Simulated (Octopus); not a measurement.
**GaN under changes of volume**

One of the cells (9.735 Å³/atom); the others are scaled copies at fixed shape and fractional positions:

```
Ga N
1.0
     0.00000    2.13524    2.13524
     2.13524    0.00000    2.13524
     2.13524    2.13524    0.00000
Ga N
1 1
Direct
  0.00000 0.00000 0.00000
  0.50000 0.50000 0.50000
```

Measurements of this composition are mostly on another form, of space group No. 186.

| Property | Result |
| --- | --- |
| Program | Octopus 16.4 |
| Functional | PBEsol |
| Potentials or basis | pseudodojo_pbesol (PseudoDojo 0.4, PBEsol) |
| Grid spacing | 0.131 Å |
| k mesh | 11 × 11 × 11 |
| Occupations | fermi-dirac, width 0.05 eV |
| Spin | no spin polarisation |

```tsv
volume (Å³/atom)	energy over the lowest point (meV/atom)	gap on the mesh (eV)
9.151	5.03	0.87
9.346	0.00	0.74
9.540	1.23	0.61
9.735	8.28	0.48
9.930	21.22	0.37
10.124	38.55	0.25
10.319	?	?
```

Task: What does the run at 10.319 Å³/atom give?

Result: Energy over the lowest point 59.25 meV/atom; gap on the mesh 0.15 eV.

Worked out: A Birch-Murnaghan fit of order 3 (a polynomial in V^(-2/3)) to the other rows has its minimum at 9.40 Å³/atom with B0 = V·E''(V) = 249 GPa and B' = 3.1. It gives 60.81 meV/atom at 10.319 Å³/atom, against the run's 59.25. A straight line through the other rows of the gap, of slope -6.14 eV per unit of ln V, extrapolates to 0.13 eV, against the run's 0.15.

Energies are extrapolated to zero smearing.

Caveats: an odd mesh through Γ misses points on the zone boundary, where band edges often lie. Spin-orbit coupling on Ga is left out.
